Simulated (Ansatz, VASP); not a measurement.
## One calculation of Ru, two programs

File INCAR:

```
PREC     = Accurate       # precision mode
ENCUT    = 520            # plane-wave cutoff, eV
EDIFF    = 1E-7           # SCF threshold, eV
ISMEAR   = -1             # smearing method
SIGMA    = 0.1            # smearing width, eV
LREAL    = F              # projectors in reciprocal space
LASPH    = T              # aspherical terms in the spheres
NELM     = 60             # most SCF steps
ALGO     = Normal         # electronic algorithm
ISIF     = 2              # what is computed and relaxed
LWAVE    = F              # write WAVECAR
LCHARG   = F              # write CHGCAR
GGA      = RE             # functional
NBANDS   = 13             # bands
```

KPOINTS

```
Automatic mesh
0
Gamma
  16 16 16
```

POSCAR

```
Ru
1.0
   -1.5331026749      1.5331026749      1.5331026749
    1.5331026749     -1.5331026749      1.5331026749
    1.5331026749      1.5331026749     -1.5331026749
Ru
1
Direct
    0.0000000000      0.0000000000      0.0000000000
```

Input for Ansatz:

```yaml
crystal:
  lattice:
    - [-1.5331026749, 1.5331026749, 1.5331026749]
    - [1.5331026749, -1.5331026749, 1.5331026749]
    - [1.5331026749, 1.5331026749, -1.5331026749]
  atoms:
    - { symbol: Ru, position: [0.0, 0.0, 0.0] }
hamiltonian:
  xc: revpbe
  pseudopotentials:
    kind: paw
    azcp:
      Ru: "pseudopotentials/Ru.paw.azcp"
basis:
  ecutwfc: 420
  fft_grid_basis: typed
kpoints:
  mp_grid: { grid: [16, 16, 16], shift: [0, 0, 0] }
magnetization:
  spin_polarized: false
scf:
  occupations: { method: fermi_dirac, width: 0.1 }
  lower_state_search: "off"
output:
  stress: true
```

Alike in both runs: task single point; functional revPBE; k mesh 16 × 16 × 16; occupations fermi-dirac, width 0.1 eV; no spin polarisation.

```csv
,VASP,Ansatz
version,VASP 6.6.1,Ansatz 0.2.0
potentials or method,"VASP PAW PBE potentials, release 64 (Ru_pv)","plane waves (420 eV) with PAW, scalar-relativistic"
plane-wave cutoff (eV),520,420
valence electrons in the cell,14,16
```

```csv
,VASP,Ansatz,Ansatz less VASP
pressure (GPa),0.0,0.1,+0.08
```

The two sets of potentials don't hold the same shells in valence.

Caveats: the PAW data sets were made with another functional, which shifts forces and pressure a little (VASP).
